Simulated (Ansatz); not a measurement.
LiH: elastic constants from stress and strain

```
CELL_PARAMETERS angstrom
0.00000 2.00349 2.00349
2.00349 0.00000 2.00349
2.00349 2.00349 0.00000
ATOMIC_POSITIONS crystal
Li 0.00000 0.00000 0.00000
H 0.50000 0.50000 0.50000
```

Atom numbers follow the list: Li1, H2.

The structure comes from a relaxation in the same program, started in the rocksalt type, and has space group Fm-3m. Whether it is a known phase or the ground state wasn't checked.

The calculation used DFT, PBE, all-electron LAPW, scalar-relativistic in Ansatz 0.2.0.

Numerical set-up: a Γ-centred 14×14×14 k mesh, Fermi–Dirac smearing of 0.08 eV, basis error target 1 meV/atom, no spin polarisation.

The unstrained cell is at -0.02 GPa. Large strains and very small stresses are left out. Each strain is applied once, with fractional coordinates held (clamped ions), and σ below is the change of stress, positive in tension. One finite strain gives stress–strain coefficients at this pressure with an error of the order of the strain times third-order constants, a few per cent for each per cent of strain.

Q: Estimate the stiffness probed by this change, and the stress that it gives: xy engineering shear strain of -1 %.

A: σxy = -0.49 GPa and γxy = 2εxy = -0.0100, so C44 (clamped ions) = σxy/γxy = 49 GPa.

Q: Estimate the stiffness probed by this change, and the stress that it gives: z strained by -3 % at fixed volume.

A: σzz − σxx = -3.33 GPa and εzz − εxx = -0.0453, so C11 − C12 = (σzz − σxx)/(εzz − εxx) = 73 GPa.

Q: Scaling the volume by 0.9700 and 1.0300 gives 1.14 GPa and -1.03 GPa. Combine this with the best C11 − C12 to estimate C11 and C12.

A: B = −ΔP/Δln V = 36.2 GPa = (C11 + 2 C12)/3; with C11 − C12 = 73.4 GPa, C11 = B + (2/3)(C11 − C12) = 85 GPa and C12 = B − (C11 − C12)/3 = 12 GPa.
